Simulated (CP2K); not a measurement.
# Sb (I4/mmm) in CP2K: further runs

Aim: see how the results for Sb move with the level of theory and the settings. Levels: PBEsol, PBE, LDA. Tasks: single point.

Program: CP2K 2026.2. These are calculated values, not measurements. Logs are shortened: lines on timing, memory, paths and dates and some standing lists are left out, and cuts for length are marked.

### 1 The crystal as given

The structure is tetragonal, space group I4/mmm (No. 139). Conventional cell: a = 3.153 Å, b = 3.153 Å, c = 5.424 Å, α = 90.00°, β = 90.00°, γ = 90.00°. Sb (site symmetry 4/mmm) has 12 Sb at 3.15 to 3.51 Å as nearest neighbours.

This isn't the form of Sb at room conditions, which is rhombohedral.

### 2 Single point, PBEsol

sb_scf.inp

```
&GLOBAL
  PROJECT sb_scf
  RUN_TYPE ENERGY_FORCE
  PRINT_LEVEL LOW
&END GLOBAL
&FORCE_EVAL
  METHOD QS
  STRESS_TENSOR ANALYTICAL
  &DFT
    BASIS_SET_FILE_NAME BASIS_MOLOPT_UZH
    POTENTIAL_FILE_NAME POTENTIAL_UZH
    &MGRID
      CUTOFF 450
      REL_CUTOFF 60
      NGRIDS 4
    &END MGRID
    &QS
      METHOD GPW
      EPS_DEFAULT 1.0E-10
    &END QS
    &KPOINTS
      SCHEME MONKHORST-PACK 12 12 12
      GAMMA_CENTERED T
      SYMMETRY T
      SYMMETRY_BACKEND SPGLIB
    &END KPOINTS
    &SCF
      SCF_GUESS ATOMIC
      EPS_SCF 1.0E-6
      MAX_SCF 100
      ADDED_MOS 8
      CHOLESKY OFF
      EPS_EIGVAL 1.0E-7
      &DIAGONALIZATION ON
        ALGORITHM STANDARD
      &END DIAGONALIZATION
      &MIXING ON
        METHOD BROYDEN_MIXING
        ALPHA 0.4
        BETA 1.5
        NBUFFER 8
      &END MIXING
      &SMEAR ON
        METHOD GAUSSIAN
        SIGMA [eV] 0.05
      &END SMEAR
    &END SCF
    &XC
      &XC_FUNCTIONAL
        &GGA_X_PBE_SOL
        &END GGA_X_PBE_SOL
        &GGA_C_PBE_SOL
        &END GGA_C_PBE_SOL
      &END XC_FUNCTIONAL
    &END XC
    &PRINT
      &KPOINTS ON
      &END KPOINTS
      &MULLIKEN ON
      &END MULLIKEN
      &MO ON
        ENERGIES T
        OCCUPATION_NUMBERS T
        &EACH
          QS_SCF 0
        &END EACH
        ADD_LAST NUMERIC
      &END MO
    &END PRINT
  &END DFT
  &SUBSYS
    &CELL
      A 3.5107788243 0.0000000000 0.0000000000
      B 0.6789525278 3.4445016211 0.0000000000
      C -2.0948656760 -1.7222508106 2.2295645086
      PERIODIC XYZ
    &END CELL
    &COORD
      SCALED
      Sb  0.0000000000 0.0000000000 0.0000000000
    &END COORD
    &KIND Sb
      BASIS_SET TZVP-MOLOPT-PBE-GTH-q5
      POTENTIAL GTH-PBE-q5
    &END KIND
    &PRINT
      &ATOMIC_COORDINATES ON
      &END ATOMIC_COORDINATES
      &CELL ON
      &END CELL
    &END PRINT
  &END SUBSYS
  &PRINT
    &FORCES ON
    &END FORCES
    &STRESS_TENSOR ON
    &END STRESS_TENSOR
  &END PRINT
&END FORCE_EVAL
```

Potentials or basis: POTENTIAL_UZH Sb GTH-PBE-q5; TZVP-MOLOPT-PBE-GTH basis.

Run with:

```bash
> OMP_NUM_THREADS=1 cp2k.psmp -i sb_scf.inp -o sb_scf.out
```

sb_scf.out:

```text

 CP2K| version string:                                       CP2K version 2026.2
 CP2K| Input file name                                                sb_scf.inp

 GLOBAL| Force Environment number                                              1
 GLOBAL| Basis set file name                                    BASIS_MOLOPT_UZH
 GLOBAL| Potential file name                                       POTENTIAL_UZH
 GLOBAL| MM Potential file name                                     MM_POTENTIAL
 GLOBAL| Coordinate file name                                      __STD_INPUT__
 GLOBAL| Method name                                                        CP2K
 GLOBAL| Project name                                                     sb_scf
 GLOBAL| Run type                                                   ENERGY_FORCE
 GLOBAL| FFT library                                                       FFTW3
[... 6 lines left out ...]
 GLOBAL| Total number of message passing processes                             1
 GLOBAL| Number of threads for this process                                    1
 GLOBAL| CPU model name                          Intel(R) Xeon(R) Platinum 8488C

 CELL| Volume [angstrom^3]:                                            26.961864
 CELL| Vector a [angstrom]:       3.511     0.000     0.000   |a| =     3.510779
 CELL| Vector b [angstrom]:       0.679     3.445     0.000   |b| =     3.510779
 CELL| Vector c [angstrom]:      -2.095    -1.722     2.230   |c| =     3.510779
 CELL| Angle (b,c), alpha [degree]:                                   126.633590
 CELL| Angle (a,c), beta  [degree]:                                   126.633590
 CELL| Angle (a,b), gamma [degree]:                                    78.849263
 CELL| Numerically orthorhombic:                                              NO
 CELL| Periodicity                                                           XYZ

 CELL_REF| Volume [angstrom^3]:                                        26.961864
 CELL_REF| Vector a [angstrom     3.511     0.000     0.000   |a| =     3.510779
 CELL_REF| Vector b [angstrom     0.679     3.445     0.000   |b| =     3.510779
 CELL_REF| Vector c [angstrom    -2.095    -1.722     2.230   |c| =     3.510779
 CELL_REF| Angle (b,c), alpha [degree]:                               126.633590
 CELL_REF| Angle (a,c), beta  [degree]:                               126.633590
 CELL_REF| Angle (a,b), gamma [degree]:                                78.849263
 CELL_REF| Numerically orthorhombic:                                          NO
 CELL_REF| Periodicity                                                       XYZ

[... 8 lines left out ...]
 TOTAL NUMBERS AND MAXIMUM NUMBERS

  Total number of            - Atomic kinds:                                   1
                             - Atoms:                                          1
                             - Shell sets:                                     1
                             - Shells:                                         7
                             - Primitive Cartesian functions:                  4
                             - Cartesian basis functions:                     18
                             - Spherical basis functions:                     17

  Maximum angular momentum of- Orbital basis functions:                        2
                             - Local part of the GTH pseudopotential:          0
                             - Non-local part of the GTH pseudopotential:      4

 MODULE QUICKSTEP: ATOMIC COORDINATES IN ANGSTROM

   Atom Kind Element         X             Y             Z       Z(eff)     Mass
      1    1 Sb   51      0.000000      0.000000      0.000000   5.0000 121.7600

 SCF PARAMETERS         Density guess:                                    ATOMIC
                        --------------------------------------------------------
                        max_scf:                                             100
[... 7 lines left out ...]
                        --------------------------------------------------------
                        level_shift [a.u.]:                             0.000000
                        added MOs                                         8    0
                        --------------------------------------------------------
                        Mixing method:                            BROYDEN_MIXING
                                                charge density mixing in g-space
                        --------------------------------------------------------
                        Smear method:                                   GAUSSIAN
                        Smearing width (sigma) [a.u.]:                  1.84E-03
                        Accuracy threshold:                             1.00E-10
                        --------------------------------------------------------
                        No outer SCF

 *******************************************************************************
                                    Kpoints
 *******************************************************************************
 BRILLOUIN| K-point scheme                                        Monkhorst-Pack
 BRILLOUIN| K-Point grid                                            12   12   12
 BRILLOUIN| Gamma-centered k-point mesh                                     ON
 BRILLOUIN| K-point symmetry accuracy                               0.100000E-05
 BRILLOUIN| K-Point point group symmetrization                                ON
 BRILLOUIN| Symmetry backend                                             SPGLIB
 BRILLOUIN| Symmetry reduction method                                    SPGLIB
 BRILLOUIN| Wavefunction type                                            COMPLEX
 BRILLOUIN| List of Kpoints [2 Pi/Bohr]                                      163
 BRILLOUIN| Number           Weight            X              Y              Z
 BRILLOUIN|     1           0.00463       -0.41667       -0.41667       -0.41667
 BRILLOUIN|     2           0.00463       -0.41667       -0.41667       -0.33333
 BRILLOUIN|     3           0.00463       -0.41667       -0.41667       -0.25000
 BRILLOUIN|     4           0.00463       -0.41667       -0.41667       -0.16667
 BRILLOUIN|     5           0.00231       -0.41667       -0.41667       -0.08333
 BRILLOUIN|     6           0.00463       -0.41667       -0.41667        0.33333
[... 32 lines left out ...]
 BRILLOUIN|    39           0.00463       -0.41667        0.08333       -0.33333
 BRILLOUIN|    40           0.00926       -0.41667        0.08333       -0.16667
 [... further k-points ...]
 *******************************************************************************

 Extrapolation method: initial_guess

 Number of electrons:                                                          5
 Number of occupied orbitals:                                                  3
 Number of molecular orbitals:                                                11

 Number of orbital functions:                                                 17
 Number of independent orbital functions:                                     17

 SCF WAVEFUNCTION OPTIMIZATION

  Step     Update method      Time    Convergence         Total energy    Change
  ------------------------------------------------------------------------------
     1 NoMix/Diag. 0.40E+00    1.6     0.64492858        -5.5925014718 -5.59E+00
     2 Broy./Diag. 0.40E+00    1.2     0.01683284        -5.6187397028 -2.62E-02
     3 Broy./Diag. 0.40E+00    1.2     0.06443914        -5.5391065627  7.96E-02
     4 Broy./Diag. 0.40E+00    1.2     0.00174951        -5.5167080468  2.24E-02
     5 Broy./Diag. 0.40E+00    1.2     0.00104936        -5.5121461179  4.56E-03
     6 Broy./Diag. 0.40E+00    1.2     0.00023463        -5.5118409533  3.05E-04
     7 Broy./Diag. 0.40E+00    1.2     0.00003496        -5.5117943535  4.66E-05
     8 Broy./Diag. 0.40E+00    1.2     0.00003094        -5.5118319128 -3.76E-05
     9 Broy./Diag. 0.40E+00    1.2     0.00000368        -5.5118402588 -8.35E-06
    10 Broy./Diag. 0.40E+00    1.2     0.00000452        -5.5118440115 -3.75E-06
    11 Broy./Diag. 0.40E+00    1.2     0.00000205        -5.5118441822 -1.71E-07
    12 Broy./Diag. 0.40E+00    1.2     0.00000049        -5.5118443615 -1.79E-07

  *** SCF run converged in    12 steps ***

  Electronic density on regular grids:         -4.9999999999        0.0000000001
  Core density on regular grids:                4.9999999983       -0.0000000017
  Total charge density on r-space grids:       -0.0000000016
  Total charge density g-space grids:          -0.0000000016

  Overlap energy of the core charge distribution:               0.00000000000780
  Self energy of the core charge distribution:                -11.95317330209555
  Core Hamiltonian energy:                                      2.42874890970136
  Hartree energy:                                               5.40306797867364
  Exchange-correlation energy:                                 -1.39045335624278
  Smearing free energy correction:                             -0.00003459163727
  Fermi energy:                                                 0.23978900153156

  Total energy:                                                -5.51184436154240
  Total energy (extrapolated to sigma->0):                     -5.51182706572377

 MO| EIGENVALUES AND OCCUPATION NUMBERS FOR K POINT 1
 MO|
 MO|  Index      Eigenvalue [a.u.]        Eigenvalue [eV]             Occupation
 MO|      1              -0.096502              -2.625958               2.000000
 MO|      2               0.086967               2.366499               2.000000
 MO|      3               0.214516               5.837275               2.000000
 MO|      4               0.235029               6.395475               1.999751
 MO|      5               0.626299              17.042475               0.000000
 MO|      6               0.677834              18.444801               0.000000
 MO|      7               0.810903              22.065790               0.000000
 MO|      8               0.885234              24.088429               0.000000
 MO|      9               0.973108              26.479614               0.000000
 MO|     10               1.229182              33.447755               0.000000
 MO|     11               1.247051              33.933990               0.000000
 MO| Sum:                                                               7.999751
 MO| E(Fermi):            0.239789 a.u.          6.524991 eV
 MO| Band gap:            0.020513 a.u.          0.558199 eV
[... 214 lines left out ...]
 MO| EIGENVALUES AND OCCUPATION NUMBERS FOR K POINT 14
 MO|
 MO|  Index      Eigenvalue [a.u.]        Eigenvalue [eV]             Occupation
 MO|      1              -0.093240              -2.537195               2.000000
 MO|      2               0.086761               2.360896               2.000000
 MO|      3               0.209488               5.700468               2.000000
 MO|      4               0.291227               7.924700               0.000000
 MO|      5               0.570724              15.530185               0.000000
 MO|      6               0.708187              19.270761               0.000000
 MO|      7               0.740470              20.149222               0.000000
 MO|      8               0.848632              23.092446               0.000000
 MO|      9               0.942807              25.655080               0.000000
 MO|     10               1.141070              31.050100               0.000000
 MO|     11               1.270838              34.581268               0.000000
 MO| Sum:                                                               6.000000
 MO| E(Fermi):            0.239789 a.u.          6.524991 eV
 MO| Band gap:            0.081739 a.u.          2.224232 eV

 [... the levels of further k-points ...]

 !-----------------------------------------------------------------------------!
                     Mulliken Population Analysis

 #  Atom  Element  Kind  Atomic population                           Net charge
       1     Sb       1          5.000000                              0.000000
 # Total charge                              5.000000                  0.000000

 !-----------------------------------------------------------------------------!

 ENERGY| Total FORCE_EVAL ( QS ) energy [hartree]             -5.511844294169547

 FORCES| Atomic forces [hartree/bohr]
 FORCES|   Atom     x               y               z               |f|
 FORCES|      1 -1.52158719E-14 -9.64098721E-15  1.92798195E-14   2.63852767E-14
 FORCES| Sum    -1.52158719E-14 -9.64098721E-15  1.92798195E-14
 FORCES| Total atomic force                                       2.63852767E-14

 STRESS| Analytical stress tensor [bar]
 STRESS|                        x                   y                   z
 STRESS|      x        1.59917043669E+04  -6.07052479428E+03   8.13315660635E-03
 STRESS|      y       -6.07052479428E+03   1.83848851367E+04  -8.54048926713E-03
 STRESS|      z        8.13315660635E-03  -8.54048926713E-03   2.33759548123E+04
 STRESS| 1/3 Trace                                             1.92508481053E+04
 STRESS| Determinant                                           6.01122908830E+12

 STRESS| Eigenvectors and eigenvalues of the analytical stress tensor [bar]
 STRESS|                        1                   2                   3
 STRESS| Eigenvalues   1.10009609296E+04   2.33756281505E+04   2.33759552359E+04
 STRESS|      x           0.772461500340     -0.634650303951      0.022852181249
 STRESS|      y           0.635061595826      0.771961226597     -0.027796297203
 STRESS|      z          -0.000000069399      0.035984112133      0.999352362120
```

It took 18 s on 1 thread of Intel Xeon Platinum 8488C (Sapphire Rapids), shared host; peak memory 0.27 GiB.

Results:

```
Free energy            : -149.9849 eV
Pressure               : 1.9 GPa
Band gap on the k mesh : none (metal or under the smearing width)
```

Levels at points of the mesh, in eV from the Fermi level:
```tsv
k point	band 1	band 2	band 3	band 4	band 5	band 6
(0.00, 0.00, 0.00)	-13.01	4.63	5.64	5.64	10.18	11.33
(0.00, 0.00, 0.50)	-6.63	-4.47	-0.99	0.67	3.89	4.86
(0.00, 0.50, 0.00)	-9.14	-5.92	1.91	5.59	6.62	11.25
(0.50, 0.50, 0.50)	-9.28	-5.78	2.25	2.25	6.49	6.74
```

Caveat: the potentials were made for another functional, which shifts forces and pressure; the basis of atomic orbitals isn't converged, which shifts pressures, moduli and gaps. The run has no spin-orbit coupling, so splittings on Sb are missing.

### 3 Single point, PBE

Edit sb_scf.inp of step 2 so:

```diff
@@ -48,7 +48,3 @@
     &XC
-      &XC_FUNCTIONAL
-        &GGA_X_PBE_SOL
-        &END GGA_X_PBE_SOL
-        &GGA_C_PBE_SOL
-        &END GGA_C_PBE_SOL
+      &XC_FUNCTIONAL PBE
       &END XC_FUNCTIONAL
@@ -68,2 +64,11 @@
       &END MO
+      &E_DENSITY_CUBE ON
+        STRIDE 1
+      &END E_DENSITY_CUBE
+      &V_HARTREE_CUBE ON
+        STRIDE 1
+      &END V_HARTREE_CUBE
+      &ELF_CUBE ON
+        STRIDE 1
+      &END ELF_CUBE
     &END PRINT
@@ -72,5 +77,4 @@
     &CELL
-      A 3.5107788243 0.0000000000 0.0000000000
-      B 0.6789525278 3.4445016211 0.0000000000
-      C -2.0948656760 -1.7222508106 2.2295645086
+      ABC 3.5107788243 3.5107788242 3.5107788243
+      ALPHA_BETA_GAMMA 126.6335899791 126.6335899777 78.8492627155
       PERIODIC XYZ
@@ -78,3 +82,2 @@
     &COORD
-      SCALED
       Sb  0.0000000000 0.0000000000 0.0000000000
```

Potentials or basis: POTENTIAL_UZH Sb GTH-PBE-q5; TZVP-MOLOPT-PBE-GTH basis.

Run with:

```bash
> OMP_NUM_THREADS=1 cp2k.psmp -i sb_scf.inp -o sb_scf.out
```

Run time: 19 s. Hardware: 1 thread of Intel Xeon Platinum 8488C (Sapphire Rapids), shared host; peak memory 0.27 GiB.

Results (log left out):

```yaml
Free_energy: -150.1883 eV
Pressure: 3.2 GPa
Band_gap_on_the_k_mesh: none (metal or under the smearing width)
```

Stress tensor (GPa, compression positive):
```
 2.99 -0.42  0.00
-0.42  3.15  0.00
 0.00  0.00  3.50
```

Levels at points of the mesh, in eV from the Fermi level:
| k point | band 1 | band 2 | band 3 | band 4 | band 5 | band 6 |
| --- | --- | --- | --- | --- | --- | --- |
| (0.00, 0.00, 0.00) | -13.00 | 4.56 | 5.58 | 5.58 | 10.19 | 11.40 |
| (0.00, 0.00, 0.50) | -6.68 | -4.46 | -1.01 | 0.66 | 3.96 | 4.91 |
| (0.00, 0.50, 0.00) | -9.17 | -5.88 | 1.88 | 5.52 | 6.68 | 11.26 |
| (0.50, 0.50, 0.50) | -9.32 | -5.74 | 2.23 | 2.23 | 6.52 | 6.81 |

Caveat: the basis of atomic orbitals isn't converged, which shifts pressures, moduli and gaps. The run has no spin-orbit coupling, so splittings on Sb are missing.

(Continued in part 2 of 2.)
